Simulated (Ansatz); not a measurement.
GeTe (alpha-GeTe type, space group R3m)

```
GeTe
1.0
    2.11355     1.22026     3.64003
   -2.11355     1.22026     3.64003
    0.00000    -2.44052     3.64003
Ge Te
1 1
Direct
  0.23425   0.23425   0.23425
  0.76575   0.76575   0.76575
```

The slice is a (1 -1 0 2) plane (indices of the conventional cell) through the point (0.766, 0.766, 0.766) (fractional), spanned by u = [1 0 -1] and v = [010] in vectors of this cell: u (4.23 Å) and v (4.38 Å, at 90° to u). It covers one period; positions are fractions (u, v).

Level of theory: PBE (plane waves to 420 eV, PAW, scalar-relativistic; Ansatz, a quantum-chemistry and plane-wave program). k mesh 10×10×10. Near the nuclei the fields are pseudised (PAW); where an atom keeps semicore shells as valence, they peak there. GeTe was relaxed with its symmetry unable to fall. Spin-orbit coupling is left out, though Te is heavy. The PAW data are Ansatz's earlier set.

Question: Sketch the valence electron density on this plane as a map.

Answer: 
```
|@%%#*=--:..      ..:--=*#%%|
|%%#*+=--:..      ..:--=+*#%|
|##**+=-::..      ..::-=+**#|
|**++=--::..      ..::--=++*|
|+===--::...      ...::--===|
|=----:::...      ...:::----|
|---::::..............::::--|
|:::::..................::::|
|::........::::::::........:|
|........:::------:::.......|
|    ....::---==---::....   |
|     ..::--=++++=--::..    |
|     ..:--=+*##*+=--:..    |
|     ..:-=+*%%%%*+=-:..    |
|    ..::-=+#@@@@#+=-::..   |
|    ..::-=*#@@@@#*=-::..   |
|  ....::-=+#%@@%#+=-::.... |
|.....:::--=*#%%#*=--:::....|
|::::::::--=+****+=--:::::::|
|:::::::::--======--::::::::|
|----::::::--------::::::---|
|------::::::::::::::::-----|
|+===---::::::::::::::---===|
|**++=---:::......:::---=++*|
|##**+=--::........::--=+**#|
|%%#*+=--::...  ...::--=+*#%|
|@%%#*=--::..    ..::--=*#%%|
|@@%#*+--::.      .::--+*#%@|
```
Scale: ten equal steps from -1.28 (start of ' ') to 1.50 (end of '@'), in the order ' .:-=+*#%@'. Values: log₁₀ of the valence density in e/Å³. The map has 27 points along u (one character each, u = 0 at the left) and 28 along v (v = 0 in the bottom row). The scale is logarithmic, as a density can span decades between atoms and voids.
